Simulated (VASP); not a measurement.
# BiTe (R-3m) in VASP: further runs

The runs below take BiTe through single point, with PBE.

Everything below comes from runs of VASP 6.6.1. Logs are shortened: lines on timing, memory, paths and dates and some standing lists are left out, and cuts for length are marked.

## (1) The structure

It takes space group R-3m (No. 166, trigonal). The conventional cell has a = 4.845 Å, b = 4.845 Å, c = 9.952 Å, α = 90.00°, β = 90.00°, γ = 120.00°. Bi (site symmetry -3m) is surrounded by 6 Te at 3.25 Å. Around Te (site symmetry -3m) lie 6 Bi at 3.25 Å.

The cell comes from a database or a generator and needn't be the stable form of this composition.

## (2) Single point, PBE

Contents of INCAR:

```
PREC = Accurate
ENCUT = 300
EDIFF = 1E-7
ISMEAR = 0
SIGMA = 0.05
LREAL = F
LASPH = T
NELM = 100
ALGO = Normal
ISIF = 2
LWAVE = F
LCHARG = F
GGA = PE
NBANDS = 18
ADDGRID = F
```

Contents of KPOINTS:

```
Automatic mesh
0
Gamma
  9 9 9
```

Contents of POSCAR:

```
BiTe
1.0
    2.4227077728      1.3987509848      3.3172919545
   -2.4227077728      1.3987509848      3.3172919545
    0.0000000000     -2.7975019696      3.3172919545
Bi Te
1 1
Direct
    0.5000000000      0.5000000000      0.5000000000
    0.0000000000      0.0000000000      0.0000000000
```

Potentials or basis: VASP PAW PBE potentials, release 64 (Bi_d, Te).

On the command line:

```bash
> cat potpaw_PBE.64/Bi_d/POTCAR potpaw_PBE.64/Te/POTCAR > POTCAR
> mpirun -np 1 vasp_std > vasp.out
```

OUTCAR:

```text
PREC = Accurate
   ENCUT = 300
   EDIFF = 1E-7
   ISMEAR = 0
   LREAL = F
   LASPH = T
   NELM = 100
   ISIF = 2
   GGA = PE

 Found     85 irreducible k-points:

 Following reciprocal coordinates:
            Coordinates               Weight
  0.000000  0.000000  0.000000      1.000000
  0.111111 -0.000000  0.000000      6.000000
  0.222222 -0.000000  0.000000      6.000000
  0.333333  0.000000  0.000000      6.000000
  0.444444 -0.000000  0.000000      6.000000
  0.111111  0.111111  0.000000      6.000000
   k-points           NKPTS =     85   k-points in BZ     NKDIM =     85   number of bands    NBANDS=     18
   number of dos      NEDOS =    301   number of ions     NIONS =      2
   total plane-waves  NPLWV =  21952
   dimension x,y,z NGX =    28 NGY =   28 NGZ =   28
   dimension x,y,z NGXF=    56 NGYF=   56 NGZF=   56
   ions per type =               1   1
   NGX,Y,Z   is equivalent  to a cutoff of  10.73, 10.73, 10.73 a.u.
   NGXF,Y,Z  is equivalent  to a cutoff of  21.45, 21.45, 21.45 a.u.
 SYSTEM =  unknown system
   PREC   = accura    normal or accurate (medium, high low for compatibility)
   ISTART =      0    job   : 0-new  1-cont  2-samecut
   ICHARG =      2    charge: 1-file 2-atom 10-const
   ISPIN  =      1    spin polarized calculation?
   LNONCOLLINEAR =      F non collinear calculations
   LSORBIT =      F    spin-orbit coupling
   LASPH  =      T    aspherical Exc in radial PAW
   ENCUT  =  300.0 eV  22.05 Ry    4.70 a.u.   6.13  6.13  6.13*2*pi/ulx,y,z
   NELM   =    100;   NELMIN=  2; NELMDL= -5     # of ELM steps
   EDIFF  = 0.1E-06   stopping-criterion for ELM
[... 30 lines left out ...]
 non-spin polarized calculation
 Gauss-broadening in eV      SIGMA  =   0.05
  energy-cutoff  :      300.00
  volume of cell :       67.45
 maximum number of plane-waves:       812
 NGX is ok and might be reduce to    28
   NGX = 13   NGY = 13   NGZ = 13

 number of electron      20.9999986 magnetization

 Free energy of the ion-electron system (eV)
  ---------------------------------------------------
  ext. energy  EPLUGINS =         0.00000000
  ---------------------------------------------------
  free energy    TOTEN  =        -7.18176167 eV

  energy without entropy =       -7.18028707  energy(sigma->0) =       -7.18102437

 E-fermi :   6.6473     XC(G=0):  -9.4766

 val. band max:        6.6403596032   @ k =  -0.4444   0.2222   0.2222
 cond. band min:       6.6557016211   @ k =  -0.2222   0.4444   0.2222
 fundamental gap:      0.0153420180
 Fermi energy:         6.6473432278

 k-point     1 :       0.0000    0.0000    0.0000
  band No.  band energies     occupation
      1     -16.5248      2.00000
      2     -16.5248      2.00000
      3     -16.5164      2.00000
      4     -16.5164      2.00000
      5     -16.5036      2.00000
      6      -6.8117      2.00000
[... 10 lines left out ...]
     17      13.3179      0.00000
     18      13.5531      0.00000

 k-point     2 :       0.1111   -0.0000    0.0000
  band No.  band energies     occupation
      1     -16.5247      2.00000
      2     -16.5247      2.00000
      3     -16.5173      2.00000
      4     -16.5159      2.00000
      5     -16.5034      2.00000
      6      -6.7066      2.00000
[... 10 lines left out ...]
     17      13.5873      0.00000
     18      14.0308      0.00000

 k-point     3 :       0.2222   -0.0000    0.0000
  band No.  band energies     occupation
      1     -16.5247      2.00000
      2     -16.5241      2.00000
      3     -16.5189      2.00000
      4     -16.5140      2.00000
      5     -16.5027      2.00000
      6      -6.3943      2.00000
[... 10 lines left out ...]
     17      14.8198      0.00000
     18      15.3518      0.00000

 k-point     4 :       0.3333    0.0000    0.0000
  band No.  band energies     occupation
      1     -16.5250      2.00000
      2     -16.5241      2.00000
      3     -16.5202      2.00000
      4     -16.5122      2.00000
      5     -16.5009      2.00000
      6      -5.8858      2.00000
[... 10 lines left out ...]
     17      15.4335      0.00000
     18      16.3773      0.00000

 k-point     5 :       0.4444   -0.0000    0.0000
  band No.  band energies     occupation
      1     -16.5255      2.00000
      2     -16.5246      2.00000
      3     -16.5202      2.00000
      4     -16.5115      2.00000
      5     -16.4993      2.00000
      6      -5.2076      2.00000
[... 10 lines left out ...]
     17      14.9197      0.00000
     18      16.6553      0.00000

 k-point     6 :       0.1111    0.1111    0.0000
  band No.  band energies     occupation
      1     -16.5253      2.00000
      2     -16.5241      2.00000
      3     -16.5173      2.00000
      4     -16.5150      2.00000
      5     -16.5035      2.00000
      6      -6.6635      2.00000
[... 10 lines left out ...]
     17      13.2913      0.00000
     18      13.7053      0.00000

 [... further k-points ...]
[... 5 lines left out ...]
  --------------------------------------------------------------------------------------
  -------------------------------------------------------------------------------------
  Total       -0.1843967     -0.1843967     -0.0749600      0.0000000      0.0000000      0.0000000
  in kB       -4.3801325     -4.3801325     -1.7805902      0.0000000      0.0000000      0.0000000
  external PRESSURE =      -3.5136184 kB  Pullay stress =       0.0000000 kB

 VOLUME and BASIS-vectors are now :
 -----------------------------------------------------------------------------
  energy-cutoff  :      300.00
  volume of cell :       67.45
      direct lattice vectors                 reciprocal lattice vectors
     2.422707773  1.398750985  3.317291954     0.206380648  0.119153923  0.100483568
    -2.422707773  1.398750985  3.317291954    -0.206380648  0.119153923  0.100483568
     0.000000000 -2.797501970  3.317291954     0.000000000 -0.238307845  0.100483568

 POSITION                                       TOTAL-FORCE (eV/Angst)
 -----------------------------------------------------------------------------------
      0.00000      0.00000      4.97594        -0.000000      0.000000     -0.000000
      0.00000      0.00000      0.00000         0.000000     -0.000000      0.000000
 -----------------------------------------------------------------------------------
    total drift:                               -0.000000     -0.000000      0.000000

  FREE ENERGIE OF THE ION-ELECTRON SYSTEM (eV)
  ---------------------------------------------------
  free  energy   TOTEN  =        -7.1817616740 eV

  energy  without entropy=       -7.1802870680  energy(sigma->0) =       -7.18102437
```

Wall time 33 s (1 thread of Intel Xeon 6975P-C (Granite Rapids), shared host); peak memory 0.18 GiB.

These settings aren't checked as converged: the numbers below hold their error.

What came out:

- Free energy: -7.1818 eV
- Pressure: -0.4 GPa
- Band gap on the k mesh: none (metal or under the smearing width)

Caveat: the cutoff is under 1.25 times the usual one of these potentials, so pressure, stress and relaxed cells hold a basis-set (Pulay) error; spin-orbit coupling is left out, which moves the levels of the heavy elements.

## (3) Single point, PBE

INCAR is that of step 2.

KPOINTS is that of step 2.

Contents of POSCAR:

```
BiTe
1.0
    2.4227077728      1.3987509848      3.3172919545
   -2.4227077728      1.3987509848      3.3172919545
    0.0000000000     -2.7975019696      3.3172919545
Bi Te
1 1
Direct
    0.5120250000      0.5038480000      0.5048510000
   -0.0040940000     -0.0152210000     -0.0035880000
```

Potentials or basis: VASP PAW PBE potentials, release 64 (Bi_d, Te).

On the command line:

```bash
> cat potpaw_PBE.64/Bi_d/POTCAR potpaw_PBE.64/Te/POTCAR > POTCAR
> mpirun -np 1 vasp_std > vasp.out
```

Wall time 1.8 min (1 thread of Intel Xeon 6975P-C (Granite Rapids), shared host); peak memory 0.3 GiB.

These settings aren't checked as converged: the numbers below hold their error.

Results:

```
Free energy            : -7.1692 eV
Pressure               : -0.1 GPa
Largest force          : 0.164 eV/Å
Band gap on the k mesh : none (metal or under the smearing width)
```

Caveat: the cutoff is under 1.25 times the usual one of these potentials, so pressure, stress and relaxed cells hold a basis-set (Pulay) error; spin-orbit coupling is left out, which moves the levels of the heavy elements.

## (4) Single point, PBE

Edit INCAR of step 3 so:

```diff
@@ -1,3 +1,3 @@
 PREC = Accurate
-ENCUT = 300
+ENCUT = 700
 EDIFF = 1E-7
```

Contents of KPOINTS:

```
Automatic mesh
0
Gamma
  6 6 6
```

Contents of POSCAR:

```
BiTe
1.0
    2.4227077728      1.3987509848      3.3172919545
   -2.4227077728      1.3987509848      3.3172919545
    0.0000000000     -2.7975019696      3.3172919545
Bi Te
1 1
Direct
    0.5000000000      0.5000000000      0.5000000000
    0.0000000000      0.0000000000      0.0000000000
```

On the command line:

```bash
> cat potpaw_PBE.64/Bi_d/POTCAR potpaw_PBE.64/Te/POTCAR > POTCAR
> mpirun -np 1 vasp_std > vasp.out
```

Wall time 40 s (1 thread of Intel Xeon 6975P-C (Granite Rapids), shared host); peak memory 0.27 GiB.

The run converged, but some of its settings lie outside the range that counts as converged, so its numbers aren't taken as properties of the crystal.

Results:

| Quantity | Value |
| --- | --- |
| Free energy | -7.1840 eV |
| Pressure | -0.1 GPa |
| Band gap on the k mesh | none (metal or under the smearing width) |

Caveat: spin-orbit coupling is left out, which moves the levels of the heavy elements.

## (5) Single point, PBE

INCAR is that of step 4.

KPOINTS is that of step 4.

Contents of POSCAR:

```
BiTe
1.0
    2.4227077728      1.3987509848      3.3172919545
   -2.4227077728      1.3987509848      3.3172919545
    0.0000000000     -2.7975019696      3.3172919545
Bi Te
1 1
Direct
    0.5120250000      0.5038480000      0.5048510000
   -0.0040940000     -0.0152210000     -0.0035880000
```

On the command line:

```bash
> cat potpaw_PBE.64/Bi_d/POTCAR potpaw_PBE.64/Te/POTCAR > POTCAR
> mpirun -np 1 vasp_std > vasp.out
```

It took 2.2 min on 1 thread of Intel Xeon 6975P-C (Granite Rapids), shared host; peak memory 0.38 GiB.

These settings aren't checked as converged: the numbers below hold their error.

Results:

```yaml
Free_energy: -7.1679 eV
Pressure: 0.1 GPa
Largest_force: 0.233 eV/Å
Band_gap_on_the_k_mesh: none (metal or under the smearing width)
```

Caveat: spin-orbit coupling is left out, which moves the levels of the heavy elements.

## (6) For comparison

An earlier run on the cell as given: functional PBE; potentials or basis VASP PAW PBE potentials, release 64 (Bi_d, Te); cutoff 520 eV; k mesh 7 × 7 × 7; occupations fermi-dirac, width 0.05 eV; no spin polarisation.

- Pressure: 0.1 GPa
- Band gap on the k mesh: none (metal or under the smearing width)
